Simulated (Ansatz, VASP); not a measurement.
Given: the input of a run of VASP 6.6.1 on InAs.

File INCAR:

```
ALGO = Normal ; EDIFF = 1E-6
ENCUT = 520 ; GGA = PE
ISIF = 2 ; ISMEAR = 0
LASPH = True ; LCHARG = False
LREAL = False ; LWAVE = False
NBANDS = 16 ; NELM = 100
PREC = Accurate ; SIGMA = 0.027000000000000003
```

The input KPOINTS:

```
k-points
0
Gamma
  8 8 8
```

Contents of POSCAR:

```
InAs
1.0
    0.0000000000      3.0180000000      3.0180000000
    3.0180000000      0.0000000000      3.0180000000
    3.0180000000      3.0180000000      0.0000000000
In As
1 1
Direct
    0.0000000000      0.0000000000      0.0000000000
    0.7500000000      0.7500000000      0.7500000000
```

Potentials or basis: VASP PAW PBE potentials, release 64 (In_d, As).

The run is started by

```console
$ cat potpaw_PBE.64/In_d/POTCAR potpaw_PBE.64/As/POTCAR > POTCAR
$ mpirun -np 1 vasp_std > vasp.out
```

Problem. Set up the same calculation for Ansatz 0.2.0. Potentials there: Ansatz PAW.

Solution. As run (the cutoff follows the program's own potentials):

input.yaml

```yaml
crystal:
  lattice:
    - [0.0, 3.018, 3.018]
    - [3.018, 0.0, 3.018]
    - [3.018, 3.018, 0.0]
  atoms:
    - { symbol: In, position: [0.0, 0.0, 0.0] }
    - { symbol: As, position: [0.75, 0.75, 0.75] }
hamiltonian:
  xc: pbe
  pseudopotentials: { kind: paw }
kpoints:
  mp_grid: { grid: [8, 8, 8] }
scf:
  occupations: { method: gaussian, width: 0.027 }
output:
  forces: true
  stress: true
  eigenvalues: true
```

Potentials or basis: Ansatz PAW.

Launch:

```bash
$ ansatz run input.yaml --threads 2 --pin off --max-ram 5632MiB --backend cpu --events-out ev --progress --plain --runs-dir out
```

Both were run:

|  | VASP | Ansatz | Ansatz less VASP |
| --- | --- | --- | --- |
| gap on the k mesh at the Fermi level (eV) | none | none | - |
| pressure (GPa) | 4.4 | 4.3 | -0.06 |

A gap of «none» marks a metal or a gap that the smearing closes. The two sets of potentials don't hold the same shells in valence.

Caveats: this crystal is a semiconductor, whose small gap the functional closes, so the metal is an error of the method.
